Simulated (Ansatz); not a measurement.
Runs of Ansatz 0.2.0 on InSe. Symmetry: P6_3/mmc, No. 194, hexagonal system. Conventional cell: a = 4.050 Å, b = 4.050 Å, c = 16.930 Å, α = 90.00°, β = 90.00°, γ = 120.00°. Around In (site symmetry 3m) lie 3 Se at 2.52 Å. Se (site symmetry 3m) has 3 In at 2.52 Å as nearest neighbours. 

| task | level | cell | k mesh | cutoff (eV) | points for each segment of the path | gap on the mesh (eV) | pressure (GPa) | relaxed volume (Å³/atom) | largest force (eV/Å) |
| --- | --- | --- | --- | --- | --- | --- | --- | --- | --- |
| relaxation of cell and atoms | PBEsol | relaxed | 8 × 8 × 2 | 420 | - | 0.43 | 0.0 | 29.53 | - |
| band structure | HSE06 | as given | 6 × 6 × 2 | 420 | 4 | (a) | - | - | 2.88 |
| relaxation of cell and atoms | LDA | relaxed | 8 × 8 × 2 | 420 | - | 0.28 | 0.0 | 28.04 | - |
| relaxation of cell and atoms | r2SCAN | relaxed | 8 × 8 × 2 | 500 | - | 0.94 | 0.0 | (b) | - |
| band structure | PBEsol | as given | 8 × 8 × 2 | 420 | 10 | none | 5.0 | - | 2.74 |

Alike in all rows: potentials or basis Ansatz PAW; no spin polarisation; smearing fermi-dirac 0.05 eV.

Question: Fill in the values left out.

Answer: (a) 0.30; (b) 30.85.

Caveats: the PAW data sets come from PBE, with cores solved anew for the run's functional, which leaves a small shift of forces and pressure; spin-orbit coupling is left out, which moves the levels of the heavy elements (some runs); the plane-wave basis is chosen anew once the cell has moved, so the energies of steps on either side of that aren't comparable (some runs); this functional lacks dispersion, which binds the layers, so the pressure and a relaxed spacing across them are unreliable (some runs); forces of over 1 eV/Å show positions far from the minimum, so gaps and moduli don't describe the material at rest (some runs).

A k mesh can miss the band edges, and the runs leave out spin-orbit coupling on In, Se.

A gap of «none» marks a metal or a gap under the smearing width.

Not every run made on this cell is shown here.
